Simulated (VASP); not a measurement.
These are vdW-DF2, VASP's PBE PAW potentials (set 64) (plane waves; VASP 6.6.1) values and carry that method's errors.

VASP ran on this input.

POSCAR:
```
Li2O
1
    0.0000000000     2.3212677161     2.3212677161
    2.3212677161     0.0000000000     2.3212677161
    2.3212677161     2.3212677161     0.0000000000
Li O
2 1
Direct
  0.2500000000   0.2500000000   0.2500000000
  0.7500000000   0.7500000000   0.7500000000
  0.0000000000   0.0000000000   0.0000000000
```

**KPOINTS**
```
Automatic mesh
0
Gamma
9 9 9
0 0 0
```

INCAR:
```
AGGAC  =  0.0
ALGO  =  Normal
EDIFF  =  1E-7
ENCUT  =  520
GGA  =  ML
ISIF  =  2
ISMEAR  =  -5
LASPH  =  .True.
LCHARG  =  .True.
LEFG  =  .True.
LORBIT  =  11
LREAL  =  .False.
LUSE_VDW  =  .True.
LWAVE  =  .False.
NEDOS  =  601
NELM  =  100
PREC  =  Accurate
SYSTEM  =  Li2O
ZAB_VDW  =  -1.8867
```

POTCAR, in this order: Li_sv O (PBE.64 set). Program: vasp_std.

The resulting files:

**OSZICAR**
```
       N       E                     dE             d eps       ncg     rms          rms(c)
DAV:   1     0.471865379956E+02    0.47187E+02   -0.60841E+03   700   0.129E+03
DAV:   2    -0.817346300883E+01   -0.55360E+02   -0.53477E+02   796   0.235E+02
DAV:   3    -0.138912805273E+02   -0.57178E+01   -0.56987E+01  1260   0.653E+01
DAV:   4    -0.140617543089E+02   -0.17047E+00   -0.17035E+00   914   0.101E+01
DAV:   5    -0.140634709621E+02   -0.17167E-02   -0.17165E-02  1056   0.934E-01    0.880E+00
DAV:   6    -0.117864707889E+02    0.22770E+01   -0.13656E+01   710   0.234E+01    0.315E+00
DAV:   7    -0.117582656459E+02    0.28205E-01   -0.38208E-01   778   0.522E+00    0.151E+00
DAV:   8    -0.117581256905E+02    0.13996E-03   -0.12185E-01   754   0.399E+00    0.394E-01
DAV:   9    -0.117565629983E+02    0.15627E-02   -0.76829E-03   996   0.778E-01    0.130E-01
DAV:  10    -0.117578839496E+02   -0.13210E-02   -0.28533E-03   754   0.550E-01    0.154E-01
DAV:  11    -0.117575633524E+02    0.32060E-03   -0.51287E-04   838   0.245E-01    0.184E-02
DAV:  12    -0.117575721711E+02   -0.88187E-05   -0.31243E-05   792   0.601E-02    0.392E-03
DAV:  13    -0.117575724094E+02   -0.23831E-06   -0.42075E-06   786   0.215E-02    0.102E-03
DAV:  14    -0.117575721956E+02    0.21380E-06   -0.27028E-07   858   0.575E-03    0.626E-04
DAV:  15    -0.117575721017E+02    0.93866E-07   -0.11335E-07   756   0.350E-03
   1 F= -.11757572E+02 E0= -.11757572E+02  d E =0.000000E+00
```

File OUTCAR:
```
------------------------ aborting loop because EDIFF is reached ----------------------------------------
  FORCE on cell =-STRESS in cart. coord.  units (eV):
  Direction    XX          YY          ZZ          XY          YZ          ZX
  --------------------------------------------------------------------------------------
  Total        0.0201563      0.0201563      0.0201563     -0.0000000      0.0000000     -0.0000000
  in kB        1.2909680      1.2909680      1.2909680     -0.0000000      0.0000000     -0.0000000
  external PRESSURE =       1.2909680 kB  Pullay stress =       0.0000000 kB
  volume of cell :       25.02
      direct lattice vectors                 reciprocal lattice vectors
     0.000000000  2.321267716  2.321267716    -0.215399541  0.215399541  0.215399541
     2.321267716  0.000000000  2.321267716     0.215399541 -0.215399541  0.215399541
     2.321267716  2.321267716  0.000000000     0.215399541  0.215399541 -0.215399541
 POSITION                                       TOTAL-FORCE (eV/Angst)
 -----------------------------------------------------------------------------------
      1.16063      1.16063      1.16063        -0.000000     -0.000000     -0.000000
      3.48190      3.48190      3.48190         0.000000      0.000000      0.000000
      0.00000      0.00000      0.00000         0.000000      0.000000     -0.000000
 -----------------------------------------------------------------------------------
    total drift:                               -0.000000      0.000000      0.000000
  FREE ENERGIE OF THE ION-ELECTRON SYSTEM (eV)
  ---------------------------------------------------
  free  energy   TOTEN  =       -11.7575721017 eV

  energy  without entropy=      -11.7575721017  energy(sigma->0) =      -11.75757210

 total charge

# of ion       s       p       d       tot
------------------------------------------
    1        2.036   0.097   0.000   2.133
    2        2.036   0.097   0.000   2.133
    3        1.530   3.517   0.000   5.047
--------------------------------------------------
tot          5.601   3.712   0.000   9.313

 Electric field gradients after diagonalization (V/A^2)
 (convention: |V_zz| > |V_xx| > |V_yy|)
----------------------------------------------------------------------
 ion       V_xx      V_yy      V_zz     asymmetry (V_yy - V_xx)/ V_zz
----------------------------------------------------------------------
   1      -0.005    -0.005     0.011       0.000
   2      -0.005    -0.005     0.011       0.000
   3      -0.004    -0.004     0.008       0.000
```
(Selected blocks of OUTCAR.)

The compound is Li2O in the antifluorite structure. It was relaxed first.
